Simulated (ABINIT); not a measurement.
Runs of ABINIT 10.8.3 (patched build) on SiC (Moissanite). The structure is hexagonal, space group P6_3mc (No. 186). The conventional cell has a = 3.076 Å, b = 3.076 Å, c = 5.048 Å, α = 90.00°, β = 90.00°, γ = 120.00°. Si (site symmetry 3m) has 4 C at 1.87 to 1.94 Å as nearest neighbours. C (site symmetry 3m) has 4 Si at 1.87 to 1.94 Å as nearest neighbours. 

```csv
task,level,potentials or basis,k mesh,cutoff (eV),fine-grid cutoff,gap on the mesh (eV),pressure (GPa),largest force (eV/Å)
band structure,BP86,PseudoDojo NC SR PBE v0.4.1 standard,10 × 10 × 5,1116,-,2.58,(b),0.76
single point,LDA,JTH PAW LDA v2.0,13 × 13 × 6,544,1088.46 eV,2.31,-4.2,0.73
band structure,PW91,JTH PAW PBE v2.0,10 × 10 × 5,544,1088.46 eV,(a),2.9,(c)
band structure,LDA,PseudoDojo NC SR LDA v0.4.1 standard,10 × 10 × 5,1116,-,2.38,-4.5,0.73
```

Alike in all rows: no spin polarisation; cell as given; smearing fermi-dirac 0.05 eV.

Q: Fill in the values left out.

A: (a) 2.52; (b) 5.4; (c) 0.74.

Caveats: the mesh misses the band edges, which the band path finds closer together (some runs); the potentials were made for another functional, which shifts forces and pressure (some runs); an odd mesh through Γ misses points on the zone boundary, where band edges often lie (some runs); the PAW data sets were made with another functional, which shifts forces and pressure a little (some runs).

Runs at the PBE level aren't shown here.
